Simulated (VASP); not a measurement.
Here is a VASP 6.6.1 calculation.

INCAR

```
  PREC = Accurate
  ENCUT = 520
  EDIFF = 1E-7
  ISMEAR = -1
  SIGMA = 0.05
  LREAL = False
  LASPH = True
  NELM = 100
  ALGO = Normal
  ISIF = 2
  LWAVE = False
  LCHARG = False
  ISPIN = 2
  MAGMOM = 1 0
  LORBIT = 11
  LMAXMIX = 4
  GGA = PE
  NBANDS = 19
```

Contents of KPOINTS:

```
regular mesh
0
Gamma
  11 11 11
```

The input POSCAR:

```
NiO
1.0
    0.0000000000      2.0621708800      2.0621708800
    2.0621708800      0.0000000000      2.0621708800
    2.0621708800      2.0621708800      0.0000000000
Ni O
1 1
Direct
    0.0000000000      0.0000000000      0.0000000000
    0.7500000000      0.7500000000      0.7500000000
```

Potentials or basis: VASP PAW PBE potentials, release 64 (Ni, O).

Launch:

```console
$ cat potpaw_PBE.64/Ni/POTCAR potpaw_PBE.64/O/POTCAR > POTCAR
$ mpirun -np 1 vasp_std > vasp.out
```

Task: What does it give for the site moments?

Result: Ni +0.80; O +0.18 μB.

Task: Predict the net moment.

Result: 1.01 μB per cell.

Task: Estimate the pressure.

Result: 60.6 GPa.

Caveat: a pressure of tens of GPa on the cell as given is suspect, and the run, the potentials or the cell itself is likely at fault; a cell with one magnetic atom can't hold antiferromagnetic order, which such compounds often take.
